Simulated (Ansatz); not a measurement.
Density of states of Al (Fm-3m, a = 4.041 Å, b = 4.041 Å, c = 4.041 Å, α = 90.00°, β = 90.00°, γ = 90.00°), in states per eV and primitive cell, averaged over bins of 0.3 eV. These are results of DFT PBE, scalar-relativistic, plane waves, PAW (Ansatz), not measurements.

Plane waves to 420 eV, a k mesh through Γ of 18×18×18 on the computed 1-atom cell and Gaussian smearing (0.10 eV); no spin polarisation.

The cell is relaxed at this level. The states (both spins) are summed by tetrahedra on a 27×27×27 mesh at the self-consistent density. Energies are bin centres; the table starts no lower than −8 eV and ends at 6 eV, or lower where the solved bands end.

It is a metal at this level.

```csv
E − E_F (eV),total,Al 3p,Al 3s
-7.90,0.21,0.14,0.07
-7.60,0.22,0.15,0.07
-7.30,0.23,0.16,0.07
-7.00,0.24,0.17,0.08
-6.70,0.25,0.17,0.08
-6.40,0.26,0.18,0.08
-6.10,0.27,0.18,0.08
-5.80,0.28,0.19,0.09
-5.50,0.29,0.20,0.09
-5.20,0.30,0.21,0.09
-4.90,0.31,0.22,0.09
-4.60,0.33,0.24,0.09
-4.30,0.31,0.23,0.08
-4.00,0.32,0.23,0.09
-3.70,0.34,0.24,0.10
-3.40,0.35,0.24,0.10
-3.10,0.37,0.27,0.10
-2.80,0.39,0.28,0.10
-2.50,0.37,0.27,0.10
-2.20,0.37,0.26,0.10
-1.90,0.34,0.24,0.09
-1.60,0.34,0.25,0.09
-1.30,0.37,0.25,0.11
-1.00,0.40,0.27,0.12
-0.70,0.40,0.27,0.11
-0.40,0.37,0.26,0.10
-0.10,0.38,0.24,0.12
0.20,0.41,0.25,0.13
0.50,0.43,0.27,0.13
0.80,0.43,0.27,0.13
1.10,0.42,0.26,0.12
1.40,0.43,0.27,0.13
1.70,0.44,0.27,0.13
2.00,0.45,0.27,0.13
2.30,0.45,0.27,0.13
2.60,0.46,0.28,0.13
2.90,0.47,0.28,0.13
3.20,0.47,0.29,0.13
3.50,0.48,0.29,0.12
3.80,0.48,0.30,0.12
4.10,0.50,0.31,0.12
4.40,0.51,0.31,0.11
4.70,0.51,0.32,0.11
5.00,0.53,0.33,0.11
5.30,0.55,0.36,0.10
5.60,0.60,0.41,0.10
```

The columns after the total are the Löwdin projections on the occupied valence shells of the potentials. The rest of the total lies in shells that are empty in the free atom, which aren't projected, and between the atoms.